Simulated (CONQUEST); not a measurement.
## SiC (Moissanite) under changes of volume

One of the cells (10.341 Å³/atom); the others are scaled copies at fixed shape and fractional positions:

```xyz
8
Lattice="3.0760 0.0000 0.0000 0.0000 5.0480 0.0000 0.0000 0.0000 5.3278" Properties=species:S:1:pos:R:3 pbc="T T T"
Si    0.0000    2.5240    1.7759
Si    1.5380    2.5240    4.4398
Si    0.0000    0.0000    3.5519
Si    1.5380    0.0000    0.8880
C     0.0000    4.4675    1.7759
C     1.5380    4.4675    4.4398
C     0.0000    1.9435    3.5519
C     1.5380    1.9435    0.8880
```

| Item | Value |
| --- | --- |
| Program | CONQUEST 1.3 |
| Functional | PBE |
| Potentials or basis | PseudoDojo NC PBE, SZP, grid of 32 × 48 × 60 points |
| k mesh | 9 × 5 × 5 |
| Occupations | fermi-dirac, width 0.05 eV |
| Spin | no spin polarisation |

| volume (Å³/atom) | energy over the lowest point (meV/atom) | pressure (GPa) | gap on the mesh (eV) | largest force (eV/Å) |
| --- | --- | --- | --- | --- |
| 9.721 | 105.71 | 29.6 | 2.32 | 1.040 |
| 9.927 | ? | ? | ? | ? |
| 10.134 | 44.48 | 18.0 | 2.40 | 0.960 |
| 10.341 | 24.58 | 12.9 | 2.43 | 0.927 |
| 10.548 | 11.00 | 8.3 | 2.47 | 0.890 |
| 10.755 | 2.95 | 4.3 | 2.50 | 0.858 |
| 10.961 | 0.00 | 0.4 | 2.53 | 0.828 |

**Question.** What does the run at 9.927 Å³/atom give?

**Answer.** Energy over the lowest point 71.33 meV/atom; pressure 23.7 GPa; gap on the mesh 2.36 eV; largest force 0.998 eV/Å.

Worked out: A Birch-Murnaghan fit of order 3 (a polynomial in V^(-2/3)) to the other rows has its minimum at 10.99 Å³/atom, just outside them, with B0 = V·E''(V) = 183 GPa and B' = 4.6 at fixed shape and positions, which overstates the stiffness. It gives 71.31 meV/atom at 9.927 Å³/atom, against the run's 71.33, and -dE/dV = 23.7 GPa, against 23.7. A straight line through the other rows of the gap, of slope 1.75 eV per unit of ln V, gives 2.36 eV, against the run's 2.36.

Energies are extrapolated to zero smearing.

Caveats: the atomic basis is small; an odd mesh through Γ misses points on the zone boundary, where band edges often lie; the basis of atomic orbitals isn't converged, which shifts pressures, moduli and gaps; forces of over 1 eV/Å show positions far from the minimum, so gaps and moduli don't describe the material at rest (some runs).
